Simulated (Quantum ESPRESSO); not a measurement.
KTaO3, 5 atoms in the cell. The typed cell holds 5 atoms: a = 3.988 Å, b = 3.988 Å, c = 3.988 Å, α = 90.00°, β = 90.00°, γ = 90.00°.  The cell isn't the ideal one: atoms moved at random, drawn with an rms of 0.05 Å.

```yaml
Program: Quantum ESPRESSO 7.5
Task: single point
Functional: PBE
Potentials_or_basis: SSSP 1.3 efficiency PBE
Cutoff: 816 eV
Density_cutoff: 6531 eV
k_mesh: 7 × 7 × 7
Occupations: fermi-dirac, width 0.05 eV
Spin: no spin polarisation
Mixing_beta: 0.5
Most_SCF_iterations: 120
SCF_threshold: 1e-09 Ry
```

Potentials or basis: SSSP 1.3 efficiency PBE.

The run is started by

```bash
$ OMP_NUM_THREADS=1 pw.x -in pw.in > pw.out
```

Hardware: 1 thread of Intel(R) Xeon(R) Processor @ 2.70GHz, with other jobs on the host.

Problem. Estimate the wall time of this run.

Solution. Wall time 5.1 min on 1 thread of Intel(R) Xeon(R) Processor @ 2.70GHz (shared host), peak memory 0.77 GiB. Counts: scf iterations 12, k pools 1, bands 28, k points 172, g dense 76117.
